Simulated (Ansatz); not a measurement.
# CdSe under changes of volume

One of the cells (28.942 Å³/atom); the others are scaled copies at fixed shape and fractional positions:

```
Cd Se
1.0
     0.00000    3.07027    3.07027
     3.07027    0.00000    3.07027
     3.07027    3.07027    0.00000
Cd Se
1 1
Direct
  0.00000 0.00000 0.00000
  0.25000 0.25000 0.25000
```

Measurements of this composition are mostly on another form, of space group No. 186.

```yaml
Program: Ansatz 0.2.0
Functional: revPBE
Dispersion: D3(BJ)
Potentials_or_basis: Ansatz PAW
Cutoff: "420 eV (not typed: the program's choice for these potentials)"
k_mesh: 8 × 8 × 8
Occupations: fermi-dirac, width 0.05 eV
Spin: no spin polarisation
```

| volume (Å³/atom) | energy over the lowest point (meV/atom) | pressure (GPa) | gap on the mesh (eV) |
| --- | --- | --- | --- |
| 27.206 | ? | ? | ? |
| 27.784 | 0.89 | 0.8 | 0.76 |
| 28.363 | 0.00 | -0.3 | 0.72 |
| 28.942 | 2.77 | -1.2 | 0.68 |
| 29.521 | 8.77 | -2.1 | 0.64 |
| 30.100 | 17.66 | -2.8 | 0.60 |
| 30.679 | 29.11 | -3.5 | 0.56 |

What does the run at 27.206 Å³/atom give?

Energy over the lowest point 5.89 meV/atom; pressure 2.0 GPa; gap on the mesh 0.81 eV.

Worked out: A Birch-Murnaghan fit of order 3 (a polynomial in V^(-2/3)) to the other rows has its minimum at 28.21 Å³/atom with B0 = V·E''(V) = 51 GPa and B' = 4.8. It gives 5.87 meV/atom at 27.206 Å³/atom, against the run's 5.89, and -dE/dV = 2.0 GPa, against 2.0. A straight line through the other rows of the gap, of slope -2.02 eV per unit of ln V (its deformation potential), extrapolates to 0.80 eV, against the run's 0.81.

Energies are extrapolated to zero smearing.

Caveats: the PAW data sets come from PBE, with cores solved anew for the run's functional, which leaves a small shift of forces and pressure.

Spin-orbit coupling on Cd, Se is left out.
